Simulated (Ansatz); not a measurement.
Structure types of SnTe were relaxed at one common pressure (all-electron LAPW in Ansatz 0.2.0 under PBE, scalar-relativistic, no spin polarisation, zero temperature). They take these volumes:

```csv
type,space group,V (Å³/atom)
rocksalt,Fm-3m,28.30
CsCl,Pm-3m,25.40
zincblende,F-43m,37.12
flat h-MgO,P6_3/mmc,34.13
NiAs,P6_3/mmc,27.94
```

Q: At about which pressure, and is the densest type also the lowest in enthalpy?

A: 8.5 GPa. The densest is CsCl, and it is 75 meV/atom above rocksalt: its gain in pV doesn't pay for its higher energy here.
